Q: I need the density of HgSe for a process model. Mercury and selenium are heavy, polarisable atoms, so I would choose a functional that includes van der Waals attraction. More attraction should pull the crystal together and protect me from a cell that is too large. Is that sound?

A: Test it on these relaxations, which all start from the same cell. The volume change is counted from that start.

VASP 6.6.1, plane-wave DFT with PAW potentials: cell and atom relaxations of HgSe (F-43m, 2-atom primitive cell), 600 eV cutoff, 8×8×8 k mesh, Fermi-Dirac smearing of 0.05 eV, no spin polarisation, spin-orbit coupling or added dispersion correction. Volume changes are relative to the common starting cell; a is the primitive-cell edge.

| functional | potentials | volume change (%) | relaxed length a (Å) |
| --- | --- | --- | --- |
| LDA | VASP PAW LDA potentials, recommended | 0.000 | 4.298 |
| PBE | VASP PAW PBE potentials, recommended | 9.740 | 4.433 |
| PBEsol | VASP PAW PBE potentials, recommended | 3.390 | 4.346 |
| AM05 | VASP PAW PBE potentials, recommended | 4.490 | 4.361 |
| BEEF-vdW | VASP PAW PBE potentials, recommended | 13.740 | 4.486 |
| PW91 | VASP PAW PBE potentials, recommended | 9.850 | 4.434 |
| optB88-vdW | VASP PAW PBE potentials, recommended | 9.040 | 4.424 |
| optPBE-vdW | VASP PAW PBE potentials, recommended | 11.450 | 4.456 |
| rev-vdW-DF2 | VASP PAW PBE potentials, recommended | 7.120 | 4.397 |
| vdW-DF | VASP PAW PBE potentials, recommended | 16.980 | 4.528 |
| vdW-DF-cx | VASP PAW PBE potentials, recommended | 4.880 | 4.367 |
| vdW-DF2 | VASP PAW PBE potentials, recommended | 21.710 | 4.589 |

Q: It gives no such protection. The two largest cells belong to vdW-DF2 and vdW-DF, which both contain that attraction. But how do I know that they are wrong, and not the others?

A: You need a yardstick from outside the calculation. The measured cubic edge is roughly 6.1 Å, a recalled value. The table lists the edge of the primitive cell, which you multiply by $\sqrt{2}$ to get the cubic edge. For the start cell that gives 6.08 Å, close to the measured value. vdW-DF2 relaxes to an edge of 6.49 Å, an error far larger than any doubt about the yardstick. For your process model, a volume 21.7% above the start means a density about 18% below it, since 1/1.217 is 0.82.

One caution: vdW-DF and vdW-DF2 moved more than fifteen percent in volume from the start, while VASP kept the set of plane waves chosen for the start cell. For a final figure, restart such a run from its relaxed cell. With a cutoff of 600 eV I expect only a small correction, but these runs do not test it.

Q: Then LDA, with a change of exactly zero, must be the best choice.

A: An exact zero should make you look at the run. It stopped in its starting cell with a small outward pressure of about 0.1 GPa. With a bulk modulus of roughly 50 GPa, the cell would still grow by about 0.2%. LDA is therefore close to the yardstick, but I would not rank it against PBEsol with so rough a measured value and with spin-orbit coupling left out.

Q: Back to the large cells. The runs have no added dispersion correction. Was the attraction perhaps switched off?

A: No, only a separate correction on top was left out. The functionals with vdW in their names carry the attraction inside, as nonlocal correlation, an energy that links the densities at two distant points. Each of them is a package of such a correlation and an exchange part. To find the faulty part, hold one fixed and change the other.

Q: Does the table allow that?

A: It does, twice. Four rows share the nonlocal correlation of vdW-DF and differ in exchange: vdW-DF-cx expands by 4.9%, optB88-vdW by 9.0%, optPBE-vdW by 11.5% and vdW-DF itself by 17.0%. The attraction is described by the same formula in all four, so the spread comes from the exchange.

Two further rows share the nonlocal correlation of vdW-DF2: rev-vdW-DF2 expands by 7.1% and vdW-DF2 by 21.7%. Again a change of exchange moves the volume by more than ten percentage points. BEEF-vdW uses that nonlocal correlation too, but it also keeps a gradient term in its semilocal correlation, so it belongs to neither comparison.

Q: How can exchange push atoms apart? I thought it lowered the energy.

A: It does lower it, and the question is where it lowers it most. The functionals in these two groups take the exchange energy of a uniform electron gas and multiply it, point by point, by a factor $F(s)$. The variable is the reduced gradient,
$$s=\frac{|\nabla n|}{2(3\pi^2)^{1/3}\,n^{4/3}},$$
where $n$ is the electron density. It measures how fast the density changes over the distance that is natural for electrons at that density. In a uniform gas $s$ is zero and $F$ is one; LDA keeps $F=1$ everywhere.

Now stretch the crystal. Where the outer parts of neighbouring atoms overlap, their densities add up to something fairly smooth. As the atoms separate, the density there becomes thinner and recovers the steep fall of a free atom, so $s$ grows. If $F$ rises with $s$, the stretched crystal gains exchange energy that LDA would not give it.

That gain acts as an outward push. The crystal expands until the stretched bonds pull back equally hard. The steeper $F$ is over the values of $s$ that matter, the further out this balance lies. The order of the four rows agrees with this explanation of why gradient corrections to exchange lengthen bonds.

Q: Which values of $s$ matter? Could I just compare how the functionals start out near $s=0$?

A: The two rows with the correlation of vdW-DF2 show that this is not enough. For small gradients both exchange parts follow $F\approx1+\mu s^2$ with the same $\mu$, about 0.12. If that form held throughout, both would rise by about $0.12\times(1-0.25)=0.09$ between $s=0.5$ and $s=1$.

In fact rev-vdW-DF2 bends below that curve and rises by 0.08, while vdW-DF2 bends above it and rises by 0.16. They treat a nearly uniform density alike and part company at moderate gradients, the range expected to matter most when bonded atoms move apart. The large cell goes with the steep rise there.

Q: Why would anyone build a functional with such a steep exchange?

A: Because it was chosen with molecules in mind that barely touch. Some exchange forms bind such molecules by themselves, which is false; the binding should come from correlation. A more repulsive exchange avoids counting attraction twice. That test mainly probes large $s$, in the thin tails of the density, and the steep rise at moderate $s$ came along with the forms chosen. In HgSe the atoms are chemically bonded at about 2.6 Å, and there that rise stretches bonds that are not held together mainly by dispersion. The two features can be separated: the exchange parts of rev-vdW-DF2 and vdW-DF2 both grow as $s^{2/5}$ at large $s$, but the first rises gently at moderate $s$.

Q: Can I turn this into an estimate?

A: A simple one. Take the volume change as linear in the rise of $F$ from $s=0.5$ to $s=1$, and draw the line through vdW-DF-cx and vdW-DF. Its slope is 1.9 percentage points of volume for each 0.01 of rise.

Try it on optB88-vdW, which was not used to draw the line. Its $F$ rises by 0.100, against 0.070 for vdW-DF-cx, so it is steeper by 0.030. That adds $3.0\times1.9\approx5.7$ percentage points to the 4.9% of vdW-DF-cx and gives about 10.6%.

Q: The table has 9.0%. Is that good enough?

A: It is good enough to place a functional in the order, but not to predict a density. The line also puts vdW-DF2 at 21.5%, very near its calculated value, although its correlation differs from that of the two rows that fix the line. I would not read much into that closeness. The range of $s$ is a choice, and starting it at zero makes the estimate for optB88-vdW worse; the printed output after this text has both versions. Do not expect a range above $s=1$ to work: there the exchange of vdW-DF2 flattens out, and the order of the rows should be lost.

Q: Does it work for PBE too?

A: No, and that failure is useful. By the steepness of its exchange, PBE should expand by 14.5%, but the calculation gives 9.7%. PBE has a different correlation, with a gradient term of its own. That term favours a smooth density and so pulls the atoms together, against the exchange. The nonlocal correlation of vdW-DF pulls inward too, so the smaller PBE cell suggests that PBE's correlation pulls harder at these bond lengths. I take this to be the main reason, though these runs do not separate exchange from correlation.

So compare exchange parts only while the correlation stays the same. PBE's own cell is still clearly too large, with an edge of 6.27 Å. PBEsol, which has a gentler exchange as well as a changed correlation, expands by only 3.4%.

Q: Would I see the same thing in another crystal, say diamond?

A: The same push exists there, and PBE is known to give a larger cell than LDA in diamond as well. As a pressure the push is expected to be even larger there, but diamond is stiffer by a greater factor, so its volume moves much less. HgSe is soft, and a soft crystal turns a modest difference in exchange into a large difference in volume. That makes it a severe test of a functional.

Q: And if someone hands me a new functional with the vdW-DF correlation?

A: Plot its $F(s)$ beside those of vdW-DF-cx and vdW-DF and look at the rise between $s=0.5$ and $s=1$. For HgSe, expect a cell that is much too large if it climbs like vdW-DF, whatever the name promises. If it stays near vdW-DF-cx, expect an expansion of around 5%, give or take a couple of percentage points. Then relax the cell and compare it with a measured edge before you use the density.

Printed output of the fit:

```
Rise of F from s 0.5 to 1, vdW-DF-cx: 0.07018
Rise of F from s 0.5 to 1, optB88-vdW: 0.1
Rise of F from s 0.5 to 1, optPBE-vdW: 0.1088
Rise of F from s 0.5 to 1, vdW-DF: 0.134
Rise of F from s 0.5 to 1, rev-vdW-DF2: 0.07876
Rise of F from s 0.5 to 1, vdW-DF2: 0.1581
Rise of F from s 0.5 to 1, PBE: 0.1211
Slope of the line, percentage points of volume per 0.01 of rise: 1.895
Volume change from the line, optB88-vdW (%): 10.53
Volume change from the line, optPBE-vdW (%): 12.2
Volume change from the line, rev-vdW-DF2 (%): 6.505
Volume change from the line, vdW-DF2 (%): 21.54
Volume change from the line, PBE (%): 14.52
With the rise from s 0 to 1 instead, optB88-vdW (%): 11.72
With the rise from s 0 to 1 instead, vdW-DF2 (%): 21.65
vdW-DF less vdW-DF-cx, same nonlocal correlation (percentage points): 12.1
vdW-DF2 less rev-vdW-DF2, same nonlocal correlation (percentage points): 14.59
Expansion still open in the LDA run, rough (%): 0.1988
Cubic edge and bond length after relaxation:
          row  cubic edge (angstrom)  Hg-Se bond (angstrom)
          LDA                  6.078                  2.632
          PBE                  6.269                  2.715
       PBEsol                  6.146                  2.661
         AM05                  6.167                  2.671
     BEEF-vdW                  6.344                  2.747
         PW91                  6.271                  2.715
   optB88-vdW                  6.256                  2.709
   optPBE-vdW                  6.302                  2.729
  rev-vdW-DF2                  6.218                  2.693
       vdW-DF                  6.404                  2.773
    vdW-DF-cx                  6.176                  2.674
      vdW-DF2                   6.49                   2.81
```
